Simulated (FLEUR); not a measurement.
# C: equation of state with PBE

Crystal: C.

```
CELL_PARAMETERS angstrom
2.52210 0.00000 0.00000
-1.26105 2.18420 0.00000
0.00000 0.00000 12.35570
ATOMIC_POSITIONS crystal
C 0.66667 0.33333 0.35417
C 0.33333 0.66667 0.85417
C 0.66667 0.33333 0.14583
C 0.33333 0.66667 0.64583
C 0.66667 0.33333 0.47917
C 0.33333 0.66667 0.97917
C 0.66667 0.33333 0.02083
C 0.33333 0.66667 0.52083
C 0.00000 0.00000 0.81250
C 0.00000 0.00000 0.31250
C 0.00000 0.00000 0.68750
C 0.00000 0.00000 0.18750
```

This is a hexagonal form of diamond, not graphite.

```
Program             : FLEUR MaX-R8.1 (later development tree)
Task                : equation of state
Functional          : PBE
Potentials or basis : all-electron
Basis               : FLAPW
Kmax                : 4.5 1/bohr
k mesh              : 12 × 12 × 3
Occupations         : fermi-dirac, width 0.05 eV
Spin                : no spin polarisation
```

```
Equilibrium volume                        : 5.76 Å³/atom (rough: see the caveat)
Bulk modulus at fixed shape and positions : 453 GPa (rough)
```

Energy against volume, from the lowest point:
| volume (Å³/atom) | energy (meV/atom) |
| --- | --- |
| 5.332 | 46.52 |
| 5.445 | 23.54 |
| 5.672 | 0.00 |
| 5.899 | 2.70 |
| 6.012 | 13.19 |

Caveat: the fit is doubtful: noisy points or a state that changes with volume; small basis for a fit; the plane-wave cutoff is short for the small spheres of the light atoms, so energies, forces and moduli aren't converged; the cell was scaled at fixed shape and fractional positions, which overstates the stiffness of a crystal with free parameters, most of all of layers and chains.
